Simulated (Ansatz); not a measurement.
# Acceptor In_Si in HfSiO4 (I4_1/amd), localised or shallow

Aim: find out where the hole of In_Si in HfSiO4 (I4_1/amd) sits and how deep its level is. The trial puts the hole on a neighbouring O atom. The model is a cell of 96 host atoms with 1 Si taken out and 1 In put in.

Method: plane-wave PAW DFT, PBE0 form with 0.25 exact exchange; relaxation of all atoms of a supercell, in Ansatz 0.2.0.

Most raw output is cut from this account.

In doubt: the hybrid run may have settled on a false gap or state (in some of the runs), so the values of those runs are not to be relied on.

## 1. The structure

The cell holds 96 atoms: 16 Hf, 15 Si, 64 O and 1 In. Cell: a = 11.056 Å, b = 11.056 Å, c = 11.056 Å, α = 106.9°, β = 106.9°, γ = 114.7°. It derives from HfSiO4 (space group I4_1/amd). Nearest the centre at fractional (0.340, 0.248, 0.407): O9 at 0.01 Å, In16 at 1.83 Å, Hf2 at 2.11 Å, Hf85 at 2.26 Å, O24 at 2.43 Å, O54 at 2.46 Å, O5 at 2.77 Å, O20 at 2.77 Å.

Screening for the image-charge correction: ε∞ = (3.92, 3.92, 4.15), ε0 = (12.02, 12.02, 11.97), computed on the host (DFPT, PBEsol).

The cell's shortest repeat is 11.1 Å.

The centre named in tables marks the trial (one O atom next to the defect), and distances without another origin count from it. The distances above are those of the displaced start.

## 2. Relaxation with the hole, PBE0 (α = 0.25)

A share of exact exchange removes much of the self-interaction that would spread the carrier over the cell. Its share α is set to 1/ε∞ of the host. To give the hole a place, the spin starts on one O atom next to the defect, with the atom or atoms nearest to it pushed away. The total moment is locked to that of one carrier.

File q0_M1_trap.hrelax/input.yaml:

```yaml
crystal:
  lattice:
    - [-6.58202319, 6.58202319, 5.96613392]
    - [6.58202319, -6.58202319, 5.96613392]
    - [6.58202319, 6.58202319, -5.96613392]
  atoms:
    - { symbol: Hf, position: [0.0, 0.0, 0.0] }
    - { symbol: Hf, position: [0.375, 0.125, 0.25] }
    - { symbol: Si, position: [0.125, 0.375, 0.25] }
    - { symbol: Si, position: [0.25, 0.25, 0.0] }
    - { symbol: O, position: [0.066667, 0.159063, 0.407604] }
    - { symbol: O, position: [0.034063, 0.376458, 0.342396] }
    - { symbol: O, position: [0.034063, 0.191667, 0.157604] }
    - { symbol: O, position: [0.251458, 0.159063, 0.092396] }
    - { symbol: O, position: [0.340937, 0.248542, 0.407604], spin: 1.0 }
    - { symbol: O, position: [0.308333, 0.465937, 0.342396] }
[... 1 atom line left out ...]
    - { symbol: O, position: [0.340937, 0.433333, 0.092396] }
    - { symbol: Hf, position: [0.0, 0.0, 0.5] }
    - { symbol: Hf, position: [0.375, 0.125, 0.75] }
[... 1 atom line left out ...]
    - { symbol: In, position: [0.238854, 0.250172, 0.511319] }
[... 3 atom lines left out ...]
    - { symbol: O, position: [0.251458, 0.159063, 0.592396] }
[... 1 atom line left out ...]
    - { symbol: O, position: [0.308333, 0.465937, 0.842396] }
    - { symbol: O, position: [0.123542, 0.465937, 0.657604] }
    - { symbol: O, position: [0.340937, 0.433333, 0.592396] }
[... 1 atom line left out ...]
    - { symbol: Hf, position: [0.375, 0.625, 0.25] }
    - { symbol: Si, position: [0.125, 0.875, 0.25] }
[... 2 atom lines left out ...]
    - { symbol: O, position: [0.034063, 0.876458, 0.342396] }
[... 3 atom lines left out ...]
    - { symbol: O, position: [0.308333, 0.965937, 0.342396] }
    - { symbol: O, position: [0.123542, 0.965937, 0.157604] }
    - { symbol: O, position: [0.340937, 0.933333, 0.092396] }
[... 1 atom line left out ...]
    - { symbol: Hf, position: [0.375, 0.625, 0.75] }
[... 9 atom lines left out ...]
    - { symbol: O, position: [0.340937, 0.933333, 0.592396] }
[... 1 atom line left out ...]
    - { symbol: Hf, position: [0.875, 0.125, 0.25] }
    - { symbol: Si, position: [0.625, 0.375, 0.25] }
[... 1 atom line left out ...]
    - { symbol: O, position: [0.566667, 0.159063, 0.407604] }
    - { symbol: O, position: [0.534063, 0.376458, 0.342396] }
    - { symbol: O, position: [0.534063, 0.191667, 0.157604] }
[... 5 atom lines left out ...]
    - { symbol: Hf, position: [0.5, 0.0, 0.5] }
[... 1 atom line left out ...]
    - { symbol: Si, position: [0.625, 0.375, 0.75] }
    - { symbol: Si, position: [0.75, 0.25, 0.5] }
[... 1 atom line left out ...]
    - { symbol: O, position: [0.534063, 0.376458, 0.842396] }
    - { symbol: O, position: [0.534063, 0.191667, 0.657604] }
[... 2 atom lines left out ...]
    - { symbol: O, position: [0.808333, 0.465937, 0.842396] }
    - { symbol: O, position: [0.623542, 0.465937, 0.657604] }
    - { symbol: O, position: [0.840937, 0.433333, 0.592396] }
[... 4 atom lines left out ...]
    - { symbol: O, position: [0.566667, 0.659063, 0.407604] }
[... 6 atom lines left out ...]
    - { symbol: O, position: [0.840937, 0.933333, 0.092396] }
    - { symbol: Hf, position: [0.5, 0.5, 0.5] }
    - { symbol: Hf, position: [0.875, 0.625, 0.75] }
[... 4 atom lines left out ...]
    - { symbol: O, position: [0.534063, 0.691667, 0.657604] }
    - { symbol: O, position: [0.751458, 0.659063, 0.592396] }
[... 3 atom lines left out ...]
    - { symbol: O, position: [0.840937, 0.933333, 0.592396] }
  host:
    repeats: [2, 2, 2]
    atoms:
      - { symbol: Hf, position: [0.0, 0.0, 0.0] }
      - { symbol: Hf, position: [0.75, 0.25, 0.5] }
      # ... 10 more atoms of the perfect host
basis:
  ecutwfc: 420
  xc_grid: 2
hamiltonian:
  xc: { preset: pbe0, exx: 0.25 }
kpoints:
  mp_grid: { grid: [1, 1, 1] }
magnetization:
  spin_polarized: true
  initial_magnetization: 1
  spin_locking: { lock_magnetization: hard }
scf:
  occupations: { method: fixed }
  max_iter: 60
output:
  forces: true
  charged_corrections:
    epsilon: [3.92, 3.92, 4.15]
    static_epsilon: [12.02, 12.02, 11.97]
    defect_position: [0.3404, 0.247843, 0.407443]
relax:
  f_tol: 0.03
  max_steps: 45
  random_displacement: { amplitude: 0.04, seed: 9524 }
checkpoint:
  write: "../q0_M1_trap.hrelax.run"
  compress: false
  write_wavefunctions: true
  write_every: 100000
```

Started as:

```console
> ansatz run input.yaml --threads 32 --pin off --max-ram 131891MiB --backend cuda --events-out ev --progress --plain --runs-dir out
```

It took 2.7 min on 1 × NVIDIA GB200 with 32 threads of Arm Neoverse V2, shared host; peak memory 2.5 GiB; 8.6 min of CPU time.

Relaxation path:

```csv
step,energy less that of the first step (eV),largest force component (eV/Å)
1,0.0000,21.8382
2,-10.1574,5.0425
3,-11.8513,2.2782
4,-12.3830,0.7951
5,-12.4619,1.1262
6,-12.5592,0.5211
7,-12.6189,0.9760
8,-12.6696,0.4317
9,-12.7067,0.1994
10,-12.7287,0.3827
11,-12.7405,0.1942
12,-12.7499,0.0458
13,-12.7512,0.0518
14,-12.7518,0.0129
```

The atoms that moved most (Å, from the sites as typed, ahead of the random displacement):

| atom | dx | dy | dz | length |
| --- | --- | --- | --- | --- |
| O24 | 0.184 | 0.042 | 0.434 | 0.473 |
| O5 | -0.141 | -0.120 | -0.297 | 0.350 |
| O20 | -0.113 | 0.102 | -0.279 | 0.318 |
| In16 | 0.312 | -0.034 | 0.029 | 0.315 |
| O91 | 0.040 | -0.006 | 0.240 | 0.244 |
| O82 | -0.007 | -0.031 | -0.159 | 0.162 |
| Hf38 | 0.095 | 0.003 | 0.127 | 0.159 |
| O47 | -0.011 | 0.028 | -0.151 | 0.154 |

The moves above count from the input, in which the atoms at the trial site were already displaced.

Neighbours of In16 at the end:

| atom | distance (Å) |
| --- | --- |
| O24 | 1.877 |
| O5 | 1.922 |
| O20 | 1.936 |
| O9 | 2.132 |
| O19 | 2.915 |
| O23 | 2.993 |
| Hf13 | 3.009 |
| O22 | 3.045 |

Much of this motion makes room for the dopant: without the hole the largest displacement from the ideal sites is 0.34 Å too.

Largest moments: 0.79 μB on O9, 0.03 μB on O10 and 0.03 μB on O71. The sizes of the moments in the atoms' spheres add to about 0.9 μB, shared by 1.4 atoms in effect, 98 % of it within 3.2 Å of the largest: the carrier is localised at or next to the trial site.

## 3. The states that it is compared with

Its energy has a meaning only beside the cell without the carrier and a start that doesn't choose a site, under the same functional.

Times on 1 × NVIDIA GB200 with 32 threads of Arm Neoverse V2, shared host:

| charge | start | kind | largest moment on one atom (μB) | time |
| --- | --- | --- | --- | --- |
| −1 | small random displacements | relaxation | - | 27 s |
| 0 | small random displacements | relaxation, state in doubt | 0.79 | 2.5 min |

Distances from O9, which holds the largest moment, without and with the hole:

| atom | without (Å) | with (Å) | change (Å) |
| --- | --- | --- | --- |
| In16 | 1.94 | 2.13 | 0.19 |
| Hf2 | 1.97 | 2.16 | 0.19 |
| Hf85 | 2.14 | 2.30 | 0.16 |
| O54 | 2.29 | 2.39 | 0.10 |

Among the unlike neighbours of O9, the distance changes most, or as much as any, to Hf2, from 1.97 to 2.16 Å.

## 4. States in the gap, PBE0 (α = 0.25)

A single point on the relaxed atoms asks for the levels and how far each is spread.

File q0_M1_trap.hyb/input.yaml:

```yaml
crystal:
  checkpoint: "../q0_M1_trap.hrelax.run"
  host: checkpoint
basis:
  ecutwfc: 420
  xc_grid: 2
hamiltonian:
  xc: { preset: pbe0, exx: 0.25 }
kpoints:
  mp_grid: { grid: [1, 1, 1] }
magnetization:
  spin_polarized: true
  initial_magnetization: 1
  spin_locking: { lock_magnetization: hard }
scf:
  occupations: { method: fixed }
  max_iter: 60
output:
  forces: true
  charged_corrections:
    epsilon: [3.92, 3.92, 4.15]
    static_epsilon: [12.02, 12.02, 11.97]
    defect_position: [0.3404, 0.247843, 0.407443]
  eigenvalues: true
  eigenstates: { localisation: true }
  efg: {}
checkpoint:
  read: "../q0_M1_trap.hrelax.run"
  write: "../q0_M1_trap.hyb.run"
  compress: false
  write_wavefunctions: true
  write_every: 100000
```

It took 17 s on 1 × NVIDIA GB200 with 32 threads; peak memory 3 GiB.

From eigenstates.tsv, first k-point; energies on the run's zero. The participation number counts the atoms that a state is spread over, of 96; bands count from 0.

| spin | band | energy (eV) | occupation | participation | largest share on | share |
| --- | --- | --- | --- | --- | --- | --- |
| down | 430 | 8.346 | 1.00 | 47.5 | O82 | 0.04 |
| down | 431 | 8.388 | 1.00 | 37.4 | O47 | 0.06 |
| down | 432 | 8.478 | 1.00 | 22.2 | O5 | 0.13 |
| down | 433 | 8.496 | 1.00 | 30.1 | O20 | 0.08 |
| down | 434 | 8.591 | 1.00 | 17.9 | O24 | 0.16 |
| down | 435 | 8.593 | 1.00 | 20.0 | O20 | 0.14 |
| down | 436 | 11.368 | 0.00 | 1.6 | O9 | 0.78 |
| down | 437 | 16.318 | 0.00 | 15.0 | In16 | 0.20 |
| down | 438 | 16.608 | 0.00 | 14.3 | Hf25 | 0.18 |
| down | 439 | 16.652 | 0.00 | 25.5 | Hf62 | 0.10 |
| down | 440 | 16.654 | 0.00 | 28.7 | Hf86 | 0.08 |
| up | 431 | 8.341 | 1.00 | 48.1 | O22 | 0.04 |
| up | 432 | 8.398 | 1.00 | 36.3 | O47 | 0.07 |
| up | 433 | 8.464 | 1.00 | 23.2 | O5 | 0.10 |
| up | 434 | 8.491 | 1.00 | 32.3 | O20 | 0.07 |
| up | 435 | 8.578 | 1.00 | 17.9 | O24 | 0.15 |
| up | 436 | 8.591 | 1.00 | 21.2 | O20 | 0.14 |
| up | 437 | 16.313 | 0.00 | 14.8 | In16 | 0.20 |
| up | 438 | 16.604 | 0.00 | 17.4 | Hf2 | 0.14 |
| up | 439 | 16.623 | 0.00 | 21.7 | Hf2 | 0.10 |
| up | 440 | 16.652 | 0.00 | 16.5 | Hf86 | 0.14 |
| up | 441 | 16.801 | 0.00 | 25.4 | Hf26 | 0.11 |

Under PBE0 form with 0.25 exact exchange at the zone centre alone, the highest filled state is spin down, spread over 20 of 96 atoms, and the lowest empty one, 2.77 eV above it, is spin down, spread over 2 of 96 atoms.

The largest moments in the atoms' spheres: O9 0.79, O10 0.03, O71 0.03, O34 0.01, O8 0.01, O35 0.01 μB.

Contact couplings A = (2/3) μ0 ge μB gN μN ρs / (2S h), for each element's most abundant magnetic isotope:

| atom | isotope | distance from the centre (Å) | contact spin density (e/Å³) | A (MHz) |
| --- | --- | --- | --- | --- |
| O9 | 17O | 0.13 | 0.512 | -46.0 |
| In16 | 115In | 2.05 | -0.310 | -45.3 |
| Hf2 | 177Hf | 2.19 | -0.547 | -14.7 |
| Hf85 | 177Hf | 2.40 | -0.423 | -11.4 |
| O10 | 17O | 2.77 | 0.0980 | -8.8 |
| O71 | 17O | 2.79 | 0.0829 | -7.5 |
| O34 | 17O | 2.79 | 0.0235 | -2.1 |
| O24 | 17O | 2.65 | -0.0202 | 1.8 |
| O35 | 17O | 2.80 | 0.0185 | -1.7 |
| O8 | 17O | 3.03 | 0.0180 | -1.6 |

The start from small random displacements ends with the hole localised, mostly on O24, at the same uncorrected energy within 0.02 eV.

## 5. Placing the level against the band edges

A charged cell interacts with its images and has another zero of potential than the host, so place-levels corrects and aligns it with a run of the defect-free crystal.

File levels.hyb.yaml:

```yaml
host:
  run: host.hyb.run
states: [q0_M1_trap.hyb.run, qm1.hyb.run, q0_M1.hyb.run]
geometry_from:
  q0_M1_trap.hyb.run: q0_M1_trap.hrelax.run
  qm1.hyb.run: qm1.hrelax.run
  q0_M1.hyb.run: q0_M1.hrelax.run
```

Started as:

```console
> ansatz place-levels levels.hyb.yaml -- --threads 32 --pin off --max-ram 131891MiB
```

Elapsed: 2.6 min, on 32 threads.

The (0/−1) level lies 1.27 eV above the valence top, in a gap of 8.06 eV.

## 6. Relaxing again with PBEsol

As a control, the same structure relaxes without exact exchange or U. The start is the structure of PBE0 (α = 0.25).

File q0_M1_trap.semirelax/input.yaml:

```yaml
crystal:
  checkpoint: "../q0_M1_trap.hrelax.run"
  host: checkpoint
basis:
  ecutwfc: 420
  xc_grid: 2
hamiltonian:
  xc: pbesol
kpoints:
  mp_grid: { grid: [1, 1, 1] }
magnetization:
  spin_polarized: true
  initial_magnetization: 1
  spin_locking: { lock_magnetization: hard }
scf:
  occupations: { method: fermi_dirac, width: 0.01 }
  max_iter: 60
output:
  forces: true
  charged_corrections:
    epsilon: [3.92, 3.92, 4.15]
    static_epsilon: [12.02, 12.02, 11.97]
    defect_position: [0.3404, 0.247843, 0.407443]
relax:
  f_tol: 0.02
  max_steps: 60
  escape_saddle: false
checkpoint:
  read: "../q0_M1_trap.hrelax.run"
  write: "../q0_M1_trap.semirelax.run"
  compress: false
  write_wavefunctions: true
  write_every: 100000
```

Started as:

```console
> ansatz run input.yaml --threads 32 --pin off --max-ram 131891MiB --backend cuda --events-out ev --progress --plain --runs-dir out
```

Run time: 12 s. Hardware: 1 × NVIDIA GB200 with 32 threads; peak memory 2 GiB; 52 s of CPU time.

The relaxation took 11 steps and gained 0.44 eV, a gain that holds the host's own adjustment to the other functional too.

From the single point at the end of this step. The sizes of the moments in the atoms' spheres add to about 0.9 μB, shared by about 18 atoms in effect: the carrier has spread out. The state that began from random displacements ends this step with the hole spread out, at the same uncorrected energy within 0.02 eV.

## 7. Atoms held, PBE0 (α = 0.15)

With the atoms held, the share of exact exchange is changed, to see how the carrier and its level follow it.

File q0_M1_trap.hyb2/input.yaml:

```yaml
crystal:
  checkpoint: "../q0_M1_trap.hrelax.run"
  host: checkpoint
basis:
  ecutwfc: 420
  xc_grid: 2
hamiltonian:
  xc: { preset: pbe0, exx: 0.15 }
kpoints:
  mp_grid: { grid: [1, 1, 1] }
magnetization:
  spin_polarized: true
  initial_magnetization: 1
  spin_locking: { lock_magnetization: hard }
scf:
  occupations: { method: fixed }
  max_iter: 60
output:
  forces: true
  charged_corrections:
    epsilon: [3.92, 3.92, 4.15]
    static_epsilon: [12.02, 12.02, 11.97]
    defect_position: [0.3404, 0.247843, 0.407443]
  eigenvalues: true
  eigenstates: { localisation: true }
  efg: {}
checkpoint:
  read: "../q0_M1_trap.hrelax.run"
  write: "../q0_M1_trap.hyb2.run"
  compress: false
  write_wavefunctions: true
  write_every: 100000
```

The job ended after 19 s (1 × NVIDIA GB200 with 32 threads; peak memory 3 GiB).

Largest moments: 0.74 μB on O9, 0.04 μB on O10 and 0.03 μB on O71. The sizes of the moments in the atoms' spheres add to about 0.9 μB, shared by 1.5 atoms in effect, 97 % of it within 3.2 Å of the largest: the carrier is localised at or next to the trial site. The state that began from random displacements ends this step with the hole localised, mostly on O24, at the same uncorrected energy within 0.02 eV.

The level goes from 1.27 eV (PBE0 (α = 0.25)) to 0.67 eV, and the gap from 8.06 to 7.00 eV.

## 8. All levels of theory side by side

```
level of theory    atoms  gap (eV)  atoms that share the moment  localised  level (0/−1) above the valence top (eV)  time for the trial state
PBE0 (α = 0.25)  relaxed      8.06                          1.4        yes                                     1.27                     3 min
         PBEsol  relaxed      5.36                     about 18         no                                   (0.18)                      16 s
PBE0 (α = 0.15)     held      7.00                          1.5        yes                                     0.67                      19 s
```

Values in brackets belong to a carrier that is spread out or only partly localised: its extent is not small against the cell, so the level is not reliable.

## 9. Outcome

```
carrier localised (PBE0 (α = 0.25))                                   : yes
carrier localised (PBEsol)                                            : no
level (0/minus 1) above the valence top (PBE0 (α = 0.25))             : 1.27 eV
level (0/minus 1) above the valence top (PBE0 (α = 0.15), atoms held) : 0.67 eV
```

**Reading.** With PBE0 (α = 0.25) the hole is bound, mostly on O9, and (0/−1) lies 1.27 eV above the valence top, a deep level. The doubt named above concerns the relaxation from the random start, not these runs. Among the unlike neighbours of O9, the distance changes most, or as much as any, to Hf2, from 1.97 to 2.16 Å (PBE0 (α = 0.25)). The answer hangs on the method: localised after relaxing with PBE0 (α = 0.25), spread with PBEsol. Semilocal functionals favour spread carriers, so their answer alone decides nothing. The Koopmans condition was not checked, and the result depends on the share of exact exchange. The start from small random displacements ends with the hole localised, mostly on O24, at the same uncorrected energy within 0.02 eV. A relaxation step took 12 s with PBE0 (α = 0.25) and 1.1 s with PBEsol. One trial site was relaxed beside one random start, so another site or form can lie lower. Limits: sampling at the zone centre alone can move energies of charged and open-shell states by tenths of an eV or more in cells of this size; spin–orbit coupling, which can matter with heavy atoms, is left out.

[Logs are printed without paths, hosts, clocks, repeated set-up lines and the standing remarks that a program may print on its own settings, such as how far it seeks lower states.]

[Hosts, paths, dates, database ids (printed as entryN), source tags and the programs' standing remarks are cut or masked in the printed files.]

[For some hosts the program warned that the k-mesh of the response run may be too coarse for force constants and the static dielectric constant; such warnings are not shown here.]
